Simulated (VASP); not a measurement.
Write the native input for VASP 6.6.1 that does the following.

```yaml
Task: relaxation of cell and atoms
Functional: PBEsol
Potentials_or_basis: VASP PAW PBE potentials, release 64 (Rb_sv, Br)
Cutoff: 600 eV
k_mesh: 8 × 8 × 8
Occupations: gaussian, width 0.03 eV
Spin: no spin polarisation
Further_INCAR_settings: ALGO = Normal; EDIFF = 1e-06; IBRION = 2; EDIFFG = -0.01; NSW = 90; ISIF = 3
```

The structure of RbBr lies in POSCAR:

```
RbBr
1.0
    0.0000000000      3.4270000000      3.4270000000
    3.4270000000      0.0000000000      3.4270000000
    3.4270000000      3.4270000000      0.0000000000
Rb Br
1 1
Direct
    0.0000000000      0.0000000000      0.0000000000
    0.5000000000      0.5000000000      0.5000000000
```

One way to write it, as run:

INCAR

```
SYSTEM = RbBr
  PREC = Accurate
  ENCUT = 600
  EDIFF = 1E-6
  ISMEAR = 0
  SIGMA = 0.03
  LREAL = .FALSE.
  LASPH = .TRUE.
  NELM = 80
  ALGO = Normal
  ISIF = 3
  LWAVE = .FALSE.
  LCHARG = .FALSE.
  GGA = PS
  IBRION = 2
  NSW = 90
  EDIFFG = -0.01
  KPAR = 4
```

KPOINTS

```
Automatic mesh
0
G
  8 8 8
  0 0 0
```

Potentials or basis: VASP PAW PBE potentials, release 64 (Rb_sv, Br).

Command:

```console
$ cat potpaw_PBE.64/Rb_sv/POTCAR potpaw_PBE.64/Br/POTCAR > POTCAR
$ mpirun -np 4 vasp_std > vasp.out
```

Results of the run:

```json
{
 "Pressure after relaxing": "0.0 GPa",
 "Band gap on the k mesh": "4.21 eV, direct"
}
```

Caveat: the relaxation stopped at its first step, so nothing moved; the PAW data sets were made with another functional, which shifts forces and pressure a little.

It took 6.9 s on 4 MPI ranks on Intel(R) Xeon(R) 6975P-C (Granite Rapids), with other jobs on the host, peak memory 0.25 GiB a rank.
